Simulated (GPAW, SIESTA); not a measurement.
This is a calculation of CdTe for SIESTA 5.4.2 (ASE script). 

run.py

```python
from ase import Atoms
from ase.calculators.siesta import Siesta
from ase.units import Ry, GPa

atoms = Atoms(
    ['Te', 'Cd'],
    cell=[
        [0.0, 3.205, 3.205],
        [3.205, 0.0, 3.205],
        [3.205, 3.205, 0.0],
    ],
    scaled_positions=[
        [0.75, 0.75, 0.75],
        [0.0, 0.0, 0.0],
    ],
    pbc=True,
)

fdf = {
    'SCFMustConverge': False,
    'OccupationFunction': 'FD',
    'ElectronicTemperature': '0.05 eV',
    'MaxSCFIterations': '120',
    'SCF.Mixer.Method': 'Pulay',
    'SCF.Mixer.Weight': '0.25',
    'SCF.Mixer.History': '8',
    'SCF.DM.Tolerance': '5.0e-05',
    'SCF.H.Tolerance': '1.0e-03 eV',
    'WriteForces': 'true',
    'Charge.Mulliken': 'end',
    'PAO.Basis': ['Te.1 4', 'n=5 0 2', '  5.635 0.000', 'n=5 1 2', '  7.297 0.000', 'n=4 2 2', '  3.260 0.000', 'n=5 2 1', '  7.297', 'Cd.2 5', 'n=4 0 2', '  2.625 0.000', 'n=5 0 2', '  7.565 0.000', 'n=4 1 2', '  2.973 0.000', 'n=5 1 1', '  7.565', 'n=4 2 2', '  4.575 0.000'],
}
calc = Siesta(
    label="CdTe",
    command="siesta < PREFIX.fdf > PREFIX.out",
    pseudo_path="pseudos",
    pseudo_qualifier="",
    xc=('GGA', 'PBE'),
    basis_set="DZP",
    mesh_cutoff=800 * Ry,
    energy_shift=0.003 * Ry,
    kpts=[7, 7, 7],
    spin="non-polarized",
    fdf_arguments=fdf,
)
atoms.calc = calc

print(f"energy = {atoms.get_potential_energy():.6f} eV")
free = atoms.get_potential_energy(force_consistent=True)
print(f"free energy = {free:.6f} eV")
print("forces (eV/A):")
print(atoms.get_forces(apply_constraint=False).round(6))
print("stress (GPa, Voigt order, tension positive):", (atoms.get_stress() / GPa).round(4))
```

Potentials or basis: PseudoDojo 0.4 standard (PBE files), converted to PSML, two zetas on semicore shells, DZP (energy shift 0.003 Ry; two zetas on semicore shells).

Launch:

```bash
$ python run.py
```

Q: Set up the same calculation for GPAW 26.7.0. Potentials or basis there: GPAW PAW data sets (gpaw-data 1.2.1), cutoff 600 eV.

A: As run (cutoffs and basis follow the program's own potentials, and thresholds, step limits or extra output files can differ):

File POSCAR:

```
CdTe
1.0
    0.0000000000      3.2050000000      3.2050000000
    3.2050000000      0.0000000000      3.2050000000
    3.2050000000      3.2050000000      0.0000000000
Te Cd
1 1
Direct
    0.7500000000      0.7500000000      0.7500000000
    0.0000000000      0.0000000000      0.0000000000
```

Potentials or basis: GPAW PAW data sets (gpaw-data 1.2.1), pw.

The run is started by

```bash
$ OMP_NUM_THREADS=1 gpaw run POSCAR -p 'mode=PW(600),xc=PBE,kpts={size:(7,7,7),gamma:True},occupations={name:fermi-dirac,width:0.05},nbands=18,convergence={density:1e-05,energy:1e-05},maxiter=150,txt=gpaw.txt' --properties efs -w gs.gpw
```

Both were run:

|  | SIESTA | GPAW |
| --- | --- | --- |
| Pressure | 4.0 GPa | 3.8 GPa |

The potentials hold 36 and 18 valence electrons a cell.

The two runs disagree by more than potentials and bases usually give (in gap, levels, pressure or energy); the cause wasn't traced.

Pressure is positive in compression.
